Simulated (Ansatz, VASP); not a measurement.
**One calculation of LiH, two programs**

INCAR

```
SYSTEM = LiH
PREC = Accurate
ENCUT = 520
EDIFF = 1E-7
ISMEAR = -1
SIGMA = 0.02
LREAL = .False.
LASPH = .True.
NELM = 100
ALGO = Fast
ISIF = 2
LWAVE = .False.
LCHARG = .False.
GGA = PE
NBANDS = 9
```

The input KPOINTS:

```
regular mesh
0
Gamma
  10 10 10
  0 0 0
```

Contents of POSCAR:

```
LiH
1.0
    0.0000000000      2.2343590855      2.1451220099
    2.2343590855      0.0000000000      2.1451220099
    2.2343590855      2.2343590855      0.0000000000
Li H
1 1
Direct
    0.0000000000      0.0000000000      0.0000000000
    0.2500000000      0.2500000000      0.2500000000
```

Input for Ansatz:

```yaml
crystal:
  lattice:
    - [0.0, 2.2343590855, 2.1451220099]
    - [2.2343590855, 0.0, 2.1451220099]
    - [2.2343590855, 2.2343590855, 0.0]
  atoms:
    - { symbol: Li, position: [0.0, 0.0, 0.0] }
    - { symbol: H, position: [0.25, 0.25, 0.25] }
kpoints:
  mp_grid: { grid: [10, 10, 10] }
  band_path:
    path:
      - [0.0, 0.0, 0.0]
      - [-0.5, -0.5, 0.0]
      - [-0.375, -0.375, 0.25]
      - [-0.375, 0.0, 0.375]
      - [0.0, 0.0, 0.5]
      - [-0.5, -0.25, 0.25]
      - [-0.15, -0.075, 0.425]
      - [0.302083, -0.5, -0.197917]
    npoints: 1
hamiltonian:
  xc: pbe
scf:
  occupations: { method: fermi_dirac, width: 0.02 }
  n_extra_bands: 4
output:
  forces: true
  stress: true
  eigenvalues: true
  write_density: true
  write_potential: true
  elf: true
  volumetric_format: npy
```

Change from the starting cell: biaxial_xy strain +4.2%.

Alike in both runs: task single point; functional PBE; k mesh 10 × 10 × 10; occupations fermi-dirac, width 0.02 eV; no spin polarisation.

|  | VASP | Ansatz |
| --- | --- | --- |
| version | VASP 6.6.1 | Ansatz 0.2.0 |
| potentials or method | VASP PAW PBE potentials, release 64 (Li_sv, H) | plane waves, PAW |
| plane-wave cutoff (eV) | 520 | 420 |
| valence electrons in the cell | 4 | 4 |

Ansatz gave:

```
gap on the k mesh at the Fermi level (eV) : 4.02
```

Problem. What did VASP give for the same quantities?

Solution. gap on the k mesh at the Fermi level (eV): 4.03.

 A k mesh can miss the band edges.
